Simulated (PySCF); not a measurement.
- GFN2-xTB geometry
- NMR shieldings at PBE0/pcSseg-1/GIAO
- program: PySCF 2.14
- equivalent nuclei averaged, one conformer, no relativistic terms, gas phase

Shifts are taken against calculated references (same method and geometry level): TMS for 1H, 13C. Shifts are as computed. Against solution values, carbons near 30 ppm lie about +3 ppm off and those near 130 ppm about +5 ppm. Of 1211 compounds with measured shifts, 218 miss one by over three times the rms of a fit or turn the order of signals round; such compounds aren't used in these exercises.

Problem. Order these molecules by the shift of their most shielded carbon-bound hydrogen, lowest δ first.
A. C=CC/C(C)=C/C
B. C[C@@H]1[C@H]2CCC[C@@H]12
C. FC(F)F

Solution. B (0.28 ppm, hydrogen on a three-membered-ring carbon), A (1.72 ppm, hydrogen on an allylic methyl carbon), C (6.64 ppm, hydrogen on a CF3 carbon).

Problem. How many 13C and 1H signals does each give (equivalence by symmetry and fast rotation, but not about amide C–N or C=N bonds)? `C[C@@H]1[C@H]2CCC[C@@H]12`, `C=CC/C(C)=C/C`, `FC(F)F`, `C=C(CC)C1CC1`

Solution. C[C@@H]1[C@H]2CCC[C@@H]12: 5 C, 7 H; C=CC/C(C)=C/C: 7 C, 7 H; FC(F)F: 1 C, 1 H; C=C(CC)C1CC1: 6 C, 7 H.
